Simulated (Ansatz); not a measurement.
SnTe: distorted cells

Level of theory: DFT PBE, scalar-relativistic, plane waves, PAW in Ansatz.

Settings: cutoff 420 eV, Γ-centred mesh 8×8×8 on the computed 2-atom cell, Gaussian smearing of 0.05 eV; no spin polarisation.

Reference cell:

```yaml
crystal:
  lattice:
    - [0.00000, 3.61115, 3.61115]
    - [3.61115, 0.00000, 3.61115]
    - [3.61115, 3.61115, 0.00000]
  atoms:
    - { symbol: Sn, position: [0.00000, 0.00000, 0.00000] }
    - { symbol: Te, position: [0.75000, 0.75000, 0.75000] }
```

Each variant moves atoms of this cell by the vectors given, if any (Å), and then applies a symmetric strain (tensor components, Cartesian axes). The reference cell isn't relaxed at this level. Energies are per atom at zero smearing, counted from the lowest variant. Pressure is positive in compression.

1. strain (xx yy zz yz xz xy, %) -2.65 -4.00 -2.36 0.00 0.08 0.00; moves: Sn1 (0.000, -0.060, 0.000); Te2 (0.000, 0.060, 0.000)
2. strain (xx yy zz yz xz xy, %) 1.76 0.20 2.77 -2.00 1.20 -1.24; moves: Sn1 (0.092, 0.125, 0.196); Te2 (-0.092, -0.125, -0.196)
3. strain (xx yy zz yz xz xy, %) 3.67 3.67 3.67 0.00 0.00 0.00
4. strain (xx yy zz yz xz xy, %) -1.20 -1.20 1.80 0.00 0.00 0.00
5. strain (xx yy zz yz xz xy, %) 1.98 1.98 3.48 0.00 0.00 0.00

```csv
variant,ΔE (meV/atom),P (GPa),largest force (eV/Å),gap on mesh (eV),space group
1,38.7,2.56,0.35,0,C2
2,96.7,-0.52,0.69,0.18,P1
3,40.5,-2.17,0.00,0.37,F-43m
4,0.0,0.07,0.00,0,I-4m2
5,19.3,-1.60,0.00,0.26,I-4m2
```

Spin-orbit coupling is left out, which matters for the bands of heavy elements.

This zinc-blende form isn't the usual stable structure of the compound.